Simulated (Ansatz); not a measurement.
## Trial structures of ZrSi2: starts and ends

Theory: Ansatz, DFT PBE, scalar-relativistic, plane waves, PAW. Settings: cutoff 420 eV, Γ-centred meshes spaced at most about 0.3 Å⁻¹, and about 0.25 Å⁻¹ or finer for metals (2π included), Gaussian smearing. No spin polarisation in the final relaxations.

Each guess was relaxed in cell and atoms at zero pressure, within the symmetry of its start. Temperature and zero-point effects are left out. Coordination counts Si atoms around Zr (those within 1.25 times the shortest such distance or 1.15 times the sum of covalent radii, 1.27 where that leaves under three).

```json
{"guess": "1", "made from": "random cell", "start group": "P4/mmm", "V start (Å³/atom)": "19.0", "end group": "P4/mmm", "V end (Å³/atom)": "20.2", "coordination at the end": "Zr 8", "gap on mesh (eV)": "0", "E over the lowest end (meV/atom)": "545"}
{"guess": "2", "made from": "a cell as deposited in COD", "start group": "Cmcm", "V start (Å³/atom)": "16.7", "end group": "Cmcm", "V end (Å³/atom)": "16.8", "coordination at the end": "Zr 10", "gap on mesh (eV)": "0", "E over the lowest end (meV/atom)": "0"}
{"guess": "3", "made from": "random cell", "start group": "I-4m2", "V start (Å³/atom)": "15.7", "end group": "?", "V end (Å³/atom)": "?", "coordination at the end": "?", "gap on mesh (eV)": "?", "E over the lowest end (meV/atom)": "?"}
{"guess": "4", "made from": "random cell", "start group": "I4/mmm", "V start (Å³/atom)": "17.8", "end group": "I4/mmm", "V end (Å³/atom)": "21.8", "coordination at the end": "Zr 4", "gap on mesh (eV)": "0", "E over the lowest end (meV/atom)": "1083"}
```

Guess 3 as it starts:

```
CELL_PARAMETERS angstrom
-1.82134 1.82134 3.55927
1.82134 -1.82134 3.55927
1.82134 1.82134 -3.55927
ATOMIC_POSITIONS crystal
Zr 0.50000 0.50000 0.00000
Si 0.00000 0.00000 0.00000
Si 0.75000 0.25000 0.50000
```

Problem. Fill in the missing row: what does this guess relax into, and where does it rank?

Solution. It ends in space group I-4m2 (No. 119), with a = 3.880 Å, c = 7.730 Å, 19.4 Å³/atom and no gap. It lies 0.69 eV/atom over the lowest end, above guess 1 and below guess 4. Counting Si atoms around Zr, this end has Zr 8 and the lowest (guess 2) has Zr 10. The lowest (guess 2) holds Si–Si chains (shortest 2.42 Å); in this end the shortest Si–Si distance is 2.74 Å, near bonding range too.

```
Zr Si
1.0
    -1.94024    1.94024    3.86518
     1.94024   -1.94024    3.86518
     1.94024    1.94024   -3.86518
Zr Si
1 2
Direct
  0.50000 0.50000 0.00000
  0.00000 0.00000 0.00000
  0.75000 0.25000 0.50000
```

The zero of energy is the elements' standard structures at the same level; no fitted shifts are applied.

Problem. Is the lowest end bound against the elements?

Solution. Yes: its formation energy is −0.67 eV/atom. Whether it is stable depends on the other phases of the system, which aren't compared here.

Cells relaxed within their symmetry can be saddle points. Some candidate types were left out of the draw beforehand, so a known form may be missing.

The Cmcm end matches the known ground-state structure of ZrSi2, and it is both the densest of the four and the one with the most Si around Zr. Its stability probably comes from combining Zr 4d–Si 3p bonding with short, covalent Si–Si contacts. The I-4m2 end amounts to a face-centred cubic arrangement with a quarter of the sites empty. Its Si–Si distance of 2.74 Å is well beyond a normal single bond, so those contacts are weak at best, and the open sites cost Zr some of its Si neighbours.

Density alone doesn't set the order: guess 3 is more compact than guess 1 yet lies higher, although both have Zr 8. Set against the formation energy of the lowest end, guess 1 remains bound relative to the elements, guess 3 roughly breaks even and guess 4 is clearly unbound. The total energies don't separate the Zr–Si from the Si–Si contribution; that would take a bonding analysis.
